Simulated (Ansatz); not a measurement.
ZrS$_{2}$, DFT, PBE, all-electron LAPW, scalar-relativistic (Ansatz 0.2.0), run on 1 thread of Intel(R) Xeon(R) Platinum 8259CL CPU @ 2.50GHz (Skylake/Cascade Lake) on a shared host.

The cell is COD entry 5910006, as deposited and not checked against the literature; nothing was relaxed.

Command: `ansatz run input.yaml --threads 1 --pin off --max-ram 3072MiB --backend cpu --events-out ev --progress --plain --runs-dir out`

```yaml
crystal:
  lattice:
    - [3.6299990406, 0.0, 0.0]
    - [-1.8149995203, 3.1436713848, 0.0]
    - [0.0, 0.0, 5.85]
  atoms:
    - { symbol: Zr, position: [0.0, 0.0, 0.0] }
    - { symbol: S, position: [0.3333333333, 0.6666666667, 0.2492] }
    - { symbol: S, position: [0.6666666667, 0.3333333333, 0.7508] }
kpoints:
  mp_grid: { grid: [10, 10, 5] }
  band_path:
    path:
      - [0.0, 0.0, 0.0]
      - [0.5, 0.0, 0.0]
      - [0.3333333333, 0.3333333333, 0.0]
      - [0.0, 0.0, 0.0]
      - [0.0, 0.0, 0.5]
      - [0.5, 0.0, 0.5]
      - [0.3333333333, 0.3333333333, 0.5]
      - [0.0, 0.0, 0.5]
      - [0.5, 0.0, 0.5]
    npoints: 14
scf:
  occupations: { method: fermi_dirac, width: 0.01 }
hamiltonian:
  xc: pbe
  pseudopotentials: { kind: all_electron, lapw: { basis_error: 0.001 } }
output:
  forces: true
  stress: true
  eigenvalues: true
  fatbands: true
  populations: true
  dos: { projected: true, de: 0.2, e_range: [-14, 8] }
```

(1) How large is the problem that the program sets up?

(2) Estimate the wall time.

(3) And the same cell and mesh by PAW with the default files, asked for forces, stress, eigenvalues, efg, populations, bader, dos, write_density, write_potential, elf and the same band path, on the same hardware?

(4) And the same cell and mesh by crystal-made all-electron datasets, asked for forces, stress, eigenvalues, efg and the same band path, on the same hardware?

Results:

(1) 58 irreducible k-points, 525 plane waves at Γ, 34 bands.

(2) 60 s of wall time for 9 SCF iterations. Times on shared machines scatter by tens of per cent.

(3) 46 s.

(4) 22 s.
